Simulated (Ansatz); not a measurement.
Here is an unrelaxed guess for AlNi3.

Space group Pmmm (No. 47). a = 2.529 Å, b = 3.577 Å, c = 5.059 Å, α = 90.00°, β = 90.00°, γ = 90.00°
| atom | site | symmetry | x | y | z |
| --- | --- | --- | --- | --- | --- |
| Al | 1h | mmm | 0.5000 | 0.5000 | 0.5000 |
| Ni | 2q | mm2 | 0.0000 | 0.0000 | 0.7500 |
| Ni | 1f | mmm | 0.5000 | 0.5000 | 0.0000 |

All numbers below come from DFT PBE, scalar-relativistic, plane waves, PAW (Ansatz). Settings: cutoff 420 eV, Γ-centred mesh 6×6×4 on the computed 4-atom cell, Gaussian smearing of 0.10 eV; collinear spin from starting moments 0.0 2.0 2.0 2.0 μB.

The zero of energy is the elements' standard structures at the same level; no fitted shifts are applied.

Question: Estimate its pressure, forces and energy as it stands.

Answer: The pressure is -0.3 GPa (the mean over three directions, positive in compression), the largest force is 0.21 eV/Å, and the energy is −0.33 eV/atom against the elements. The shortest distance is 2.53 Å.

Question: Is it a good guess?

Answer: A good one: relaxing gains under 0.1 eV/atom (the start's value is from the coarse mesh, so the gain is rough) in 7 ionic steps and ends at −0.34 eV/atom on the finer mesh. The symmetry stays Pmmm (No. 47). The volume per atom stays near 11.4 Å³. The shortest distance goes from 2.53 Å (Al–Ni, Al–Al and Ni–Ni) to 2.49 Å (Ni–Ni). Conventional cell: a = 2.616 Å, b = 3.399 Å, c = 5.140 Å. Al has 10 Ni at 2.51–2.57 Å and 2 Al at 2.62 Å; Ni on a site of symmetry mm2 is surrounded by 8 Ni at 2.49–2.62 Å and 4 Al at 2.51 Å; Ni on a site of symmetry mmm is surrounded by 10 Ni at 2.49–2.62 Å and 2 Al at 2.57 Å.

The last run used an 18×14×10 mesh (in the run's order of axes) for its 4-atom cell and Gaussian smearing of 0.10 eV. Trial moments died out on the coarse mesh, so the last step has no spin; another magnetic start might hold. The relaxation can't lower the symmetry of the start, and the grade says only how near the guess is to its own end. A structure relaxed within its symmetry needn't be a true minimum.
